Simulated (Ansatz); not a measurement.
# Searching the electronic states of Ni, part 2 of 2

Aim: see which self-consistent states Ni reaches from different starts at one fixed geometry, and which of them is lowest. The cell (2 atoms) is Ni in its experimental structure (space group Fm-3m, primitive cell doubled). Source: COD entry 9012427; the sample's temperature and pressure aren't taken into account.

Ansatz 0.2.0; DFT PBE, PAW, plane waves, scalar-relativistic. The steps go on from the part before.

**7. Moments +- scaled by 0.5, plain SCF**

The COD entry's cell or inner coordinates are ideal or old and differ from later refinements, so a difference from it is no clean test against experiment.

Contents of input.yaml:

```yaml
crystal:
  lattice:
    - [-1.7584, -1.7584, -3.5168]
    - [1.7584, -1.7584, 0.0]
    - [-1.7584, -1.7584, 0.0]
  atoms:
    - { symbol: Ni, position: [0.0, 0.0, 0.0], spin: 1.0 }
    - { symbol: Ni, position: [0.5, 0.5, 0.0], spin: -1.0 }
magnetization:
  spin_polarized: true
hamiltonian:
  xc: pbe
  pseudopotentials: { kind: paw }
basis:
  ecutwfc: 420
kpoints:
  mp_grid: { grid: [8, 11, 13] }
scf:
  occupations: { method: fermi_dirac, width: 0.1 }
  lower_state_search: "off"
output:
  forces: true
  stress: true
```

Log (excerpt; [...] marks lines left out):

```text
[... 18 lines as in an earlier run ...]
Starting moments: Σ|m| = 2 μB on 2 of 2 sites
[... 3 lines as in an earlier run ...]
[...]
SCF iter   1: F=—  HF=-11679.246698 eV  |F-HF|=—  |Δ(HF+E_count)|=         —  Δρ=6.11e-2 (↑6.11e-2 ↓6.11e-2)  dr2=9.87e-2  dr2_m=6.88e-1  M=0.000 μB ∫|m|=1.008 μB  β_m=0.30  ethr=2.75e-4  ⟨swp⟩=1.0  Hψ=36299  notcnv=0
[...]
spin-set hold released at iteration 9 (site moments contracting): the magnetisation degrees of freedom join the quasi-Newton model from the next iteration; the mixer history was flushed
[...]
SCF iter  20: F=-11679.424048 eV  HF=-11679.424048 eV  |F-HF|=4.37e-11  |Δ(HF+E_count)|=  6.11e-10  Δρ=4.20e-7 (↑4.20e-7 ↓4.20e-7)  dr2=1.60e-12  dr2_m=3.38e-11  M=0.000 μB ∫|m|=0.000 μB  ethr=1.00e-12  ⟨swp⟩=1.0  Hψ=19348  notcnv=0
WARN: the starting moments were not kept: the SCF closed with an absolute magnetisation of 1.0e-5 μB, where they sum to 2 μB in size (2 sites). That is at most 0.1 of that sum. Measured as dr2_m measures the in/out step, that magnetisation stands 8.0e-11 eV from none, at or under the [...]
SCF converged after 20 iterations
Magnetization: 0.0000 μB (18.0000 up, 18.0000 down)
Absolute magnetization: 0.0000 μB (∫|ρ↑−ρ↓|, with the PAW one-centre terms)
Spin contamination: 0.0000 ħ² per cell (⟨S²⟩ above its minimum at these occupations)
Per-site moments (μB) at R_I (Å): [(-1.2999390682798727e-6, 1.0257856653317008), (1.2999390682798727e-6, 1.0257856653317008)]
Free energy (F): -11679.424048 eV
[...]
E sigma→0 (E₀):  -11679.334676 eV
Entropy (-TS):   -0.178745 eV (-89.372 meV/atom)
Fermi energy:    18.024799 eV
[... 24 lines left out: energy terms, forces, stress ...]
```

Wall time 11 s (2 threads of an Arm CPU, shared host); peak memory 0.45 GiB.

This is the state of step 3 again (non-magnetic), after 20 iterations.

**8. A moment on one site alone, plain SCF**

Edit input.yaml of step 7 so:

```diff
@@ -6,4 +6,4 @@
   atoms:
-    - { symbol: Ni, position: [0.0, 0.0, 0.0], spin: 1.0 }
-    - { symbol: Ni, position: [0.5, 0.5, 0.0], spin: -1.0 }
+    - { symbol: Ni, position: [0.0, 0.0, 0.0] }
+    - { symbol: Ni, position: [0.5, 0.5, 0.0], spin: 2.0 }
 magnetization:
```

Log (excerpt; [...] marks lines left out):

```text
[... 18 lines as in an earlier run ...]
Starting moments: Σ|m| = 2 μB on 1 of 2 sites
[... 2 lines as in an earlier run ...]
SCF iter   1: F=—  HF=-11679.256452 eV  |F-HF|=—  |Δ(HF+E_count)|=         —  Δρ=1.14e-1 (↑1.14e-1 ↓3.81e-2)  dr2=2.15e0  dr2_m=8.66e-1  M=1.412 μB ∫|m|=1.520 μB  β_m=0.30  ethr=3.10e-3  ⟨swp⟩=4.8  Hψ=52725  notcnv=0
[...]
spin-set hold released at iteration 5 (the charge has settled, or the pull on large starting moments outlasts its swing): the magnetisation degrees of freedom join the quasi-Newton model from the next iteration; the mixer history was flushed
[...]
SCF iter  22: F=-11679.497291 eV  HF=-11679.497291 eV  |F-HF|=2.29e-8  |Δ(HF+E_count)|=   1.73e-8  Δρ=9.53e-6 (↑2.11e-6 ↓9.53e-6)  dr2=2.44e-8  dr2_m=2.88e-9  M=1.242 μB ∫|m|=1.417 μB  ethr=2.78e-10  ⟨swp⟩=3.0  Hψ=51602  notcnv=0
[...]
SCF converged after 22 iterations
Magnetization: 1.2419 μB (18.6209 up, 17.3791 down)
Absolute magnetization: 1.4190 μB (∫|ρ↑−ρ↓|, with the PAW one-centre terms)
Spin contamination: 0.0132 ħ² per cell (⟨S²⟩ above its minimum at these occupations)
Per-site moments (μB) at R_I (Å): [(0.6585859064330244, 1.0257856653317008), (0.6585529204091104, 1.0257856653317008)]
Free energy (F): -11679.497291 eV
[...]
E sigma→0 (E₀):  -11679.444285 eV
Entropy (-TS):   -0.106012 eV (-53.006 meV/atom)
Fermi energy:    18.186203 eV
[... 24 lines left out: energy terms, forces, stress ...]
```

Run time: 18 s. Hardware: 2 threads of an Arm CPU, shared host; peak memory 0.48 GiB.

The run ends in the same state as step 2 (ferromagnetic); it took 22 iterations.

**9. Parallel moments, Broyden mixing, no switch to direct minimisation**

Edit input.yaml of step 8 so:

```diff
@@ -6,3 +6,3 @@
   atoms:
-    - { symbol: Ni, position: [0.0, 0.0, 0.0] }
+    - { symbol: Ni, position: [0.0, 0.0, 0.0], spin: 2.0 }
     - { symbol: Ni, position: [0.5, 0.5, 0.0], spin: 2.0 }
@@ -20,2 +20,4 @@
   lower_state_search: "off"
+  algorithm: density_mixing
+  mixing: { algorithm: broyden, beta: 0.3 }
 output:
```

Log (excerpt; [...] marks lines left out):

```text
[... 18 lines as in an earlier run ...]
Starting moments: Σ|m| = 4 μB on 2 of 2 sites
[... 3 lines as in an earlier run ...]
SCF iter   1: F=—  HF=-11678.940850 eV  |F-HF|=—  |Δ(HF+E_count)|=         —  Δρ=1.28e-1 (↑1.17e-1 ↓1.28e-1)  dr2=1.82e-2  dr2_m=2.96e0  M=1.864 μB ∫|m|=2.078 μB  β_m=0.56  ethr=5.07e-5  ⟨swp⟩=1.1  Hψ=75210  notcnv=0
[...]
[... 1 line as in an earlier run ...]
[...]
SCF iter  13: F=-11679.497291 eV  HF=-11679.497291 eV  |F-HF|=2.50e-8  |Δ(HF+E_count)|=   7.29e-9  Δρ=2.97e-6 (↑2.97e-6 ↓2.15e-6)  dr2=3.50e-10  dr2_m=8.02e-10  M=1.242 μB ∫|m|=1.417 μB  ethr=1.21e-10  ⟨swp⟩=3.7  Hψ=42044  notcnv=0
[...]
this state was not tested for a lower state beside it, because the mixer in use, unlike msr1, does not test its closes by its own steps (another_mixer; see scf.mixing.algorithm and scf.lower_state_search)
SCF converged after 13 iterations
Magnetization: 1.2418 μB (18.6209 up, 17.3791 down)
Absolute magnetization: 1.4189 μB (∫|ρ↑−ρ↓|, with the PAW one-centre terms)
Spin contamination: 0.0132 ħ² per cell (⟨S²⟩ above its minimum at these occupations)
Per-site moments (μB) at R_I (Å): [(0.6585272737375262, 1.0257856653317008), (0.6585272737375262, 1.0257856653317008)]
Free energy (F): -11679.497291 eV
[...]
E sigma→0 (E₀):  -11679.444284 eV
Entropy (-TS):   -0.106014 eV (-53.007 meV/atom)
Fermi energy:    18.186139 eV
[... 24 lines left out: energy terms, forces, stress ...]
```

Run time: 15 s. Hardware: 2 threads of an Arm CPU, shared host; peak memory 0.48 GiB.

Nothing new: the 13 iterations lead to the state found in step 2 (ferromagnetic).

**10. Parallel moments, spin not held back in the first iterations, no switch to direct minimisation**

Edit input.yaml of step 9 so:

```diff
@@ -21,3 +21,3 @@
   algorithm: density_mixing
-  mixing: { algorithm: broyden, beta: 0.3 }
+  mixing: { spin_hold: "off" }
 output:
```

Log (excerpt; [...] marks lines left out):

```text
[... 18 lines as in an earlier run ...]
Starting moments: Σ|m| = 4 μB on 2 of 2 sites
[... 2 lines as in an earlier run ...]
[...]
SCF iter   1: F=—  HF=-11678.871781 eV  |F-HF|=—  |Δ(HF+E_count)|=         —  Δρ=1.24e-1 (↑1.12e-1 ↓1.24e-1)  dr2=2.10e-2  dr2_m=2.77e0  M=1.860 μB ∫|m|=2.008 μB  β_m=0.30  ethr=5.84e-5  ⟨swp⟩=1.1  Hψ=75186  notcnv=0
[...]
SCF iter   9: F=-11679.497291 eV  HF=-11679.497291 eV  |F-HF|=6.53e-9  |Δ(HF+E_count)|=   1.73e-8  Δρ=9.81e-6 (↑3.59e-6 ↓9.81e-6)  dr2=3.06e-9  dr2_m=5.97e-9  M=1.242 μB ∫|m|=1.417 μB  ethr=2.78e-10  ⟨swp⟩=2.9  Hψ=56437  notcnv=0
[...]
SCF converged after 9 iterations
Magnetization: 1.2419 μB (18.6210 up, 17.3790 down)
Absolute magnetization: 1.4190 μB (∫|ρ↑−ρ↓|, with the PAW one-centre terms)
Spin contamination: 0.0132 ħ² per cell (⟨S²⟩ above its minimum at these occupations)
Per-site moments (μB) at R_I (Å): [(0.6585722749046085, 1.0257856653317008), (0.6585722749046085, 1.0257856653317008)]
Free energy (F): -11679.497291 eV
[...]
E sigma→0 (E₀):  -11679.444288 eV
Entropy (-TS):   -0.106007 eV (-53.003 meV/atom)
Fermi energy:    18.186198 eV
[... 24 lines left out: energy terms, forces, stress ...]
```

It took 11 s on 2 threads of an Arm CPU, shared host; peak memory 0.48 GiB.

The run ends in the same state as step 2 (ferromagnetic); it took 9 iterations.

**11. The runs side by side**

| step | iterations | state | moments of Ni1 Ni2 (μB) | total (μB) | gap (eV) | pressure (GPa) | above lowest (meV/atom) |
| --- | --- | --- | --- | --- | --- | --- | --- |
| 2 | 9 | 1 | 0.66 0.66 | 1.24 | none | 0.6 | 0.0 |
| 3 | 16 | 2 | 0.00 0.00 | 0.00 | none | -0.3 | 36.6 |
| 4 | 6 | 2 | 0.00 0.00 | 0.00 | none | -0.3 | 36.6 |
| 5 | 10 | 1 | 0.66 0.66 | 1.24 | none | 0.6 | 0.0 |
| 6 | 22 | 1 | 0.66 0.66 | 1.24 | none | 0.6 | 0.0 |
| 7 | 20 | 2 | 0.00 0.00 | 0.00 | none | -0.3 | 36.6 |
| 8 | 22 | 1 | 0.66 0.66 | 1.24 | none | 0.6 | 0.0 |
| 9 | 13 | 1 | 0.66 0.66 | 1.24 | none | 0.6 | 0.0 |
| 10 | 9 | 1 | 0.66 0.66 | 1.24 | none | 0.6 | 0.0 |

States are numbered from the lowest. Starts by step: 2 parallel moments, plain SCF; 3 opposed moments +-, plain SCF; 4 no spin polarisation; 5 spin on, no moments given (the program may seed its own), plain SCF; 6 parallel moments scaled by 0.03, plain SCF; 7 moments +- scaled by 0.5, plain SCF; 8 a moment on one site alone, plain SCF; 9 parallel moments, Broyden mixing, no switch to direct minimisation; 10 parallel moments, spin not held back in the first iterations, no switch to direct minimisation.

The 9 runs of this session took 1.9 min in all, from 3.5 s to 23 s each.

Decimal logarithm of the largest residual (eV) by iteration, counted through all cycles of a run (7 of the 9 runs):

| iteration | step 2 | step 3 | step 4 | step 5 | step 6 | step 7 | step 8 |
| --- | --- | --- | --- | --- | --- | --- | --- |
| 1 | 0.5 | 0.6 | -3.4 | 0.8 | -0.9 | -0.2 | 0.3 |
| 2 | 0.2 | 0.5 | -3.9 | -0.4 | -1.5 | -0.3 | 0.7 |
| 3 | -0.7 | -0.6 | -5.5 | -0.6 | -2.0 | -0.5 | 0.2 |
| 4 | -1.9 | -1.0 | -6.5 | -0.8 | -2.4 | -0.6 | 0.1 |
| 5 | -3.1 | -2.0 | -7.6 | -2.3 | -2.2 | -0.7 | -0.1 |
| 7 | -5.4 | -3.7 | - | -3.4 | -2.0 | -1.0 | 1.3 |
| 9 | -8.0 | -3.9 | - | -6.2 | -1.8 | -1.2 | -0.6 |
| 11 | - | -7.1 | - | - | -1.9 | -1.9 | -1.9 |
| 12 | - | -8.1 | - | - | -2.0 | -3.0 | -1.9 |
| 14 | - | -9.2 | - | - | -2.4 | -4.7 | -2.0 |
| 16 | - | -10.1 | - | - | -2.3 | -6.7 | -2.1 |
| 18 | - | - | - | - | -1.9 | -8.7 | -5.6 |
| 20 | - | - | - | - | -4.3 | -10.5 | -5.8 |
| 22 | - | - | - | - | -8.4 | - | -7.6 |

**12. What came out**

The summary covers parts 1 to 2.

| quantity | value |
| --- | --- |
| distinct states | 2 from 9 converged runs |
| lowest state from plain starts | ferromagnetic |
| its moments | Ni1 0.66, Ni2 0.66 μB |
| total moment | 1.24 μB per cell |
| gap on the k-mesh | none |
| pressure | 0.6 GPa |
| largest force | 0.000 eV/Å |
| next state | non-magnetic, 36.6 meV/atom higher |

**Reading.** 9 runs converged, to 2 different states. Switching spin polarisation off costs 36.6 meV/atom in free energy, smearing entropy included. The search isn't exhaustive: larger magnetic cells and non-collinear orders weren't tried. The mesh has less symmetry than the lattice, which lowers the symmetry of the run.
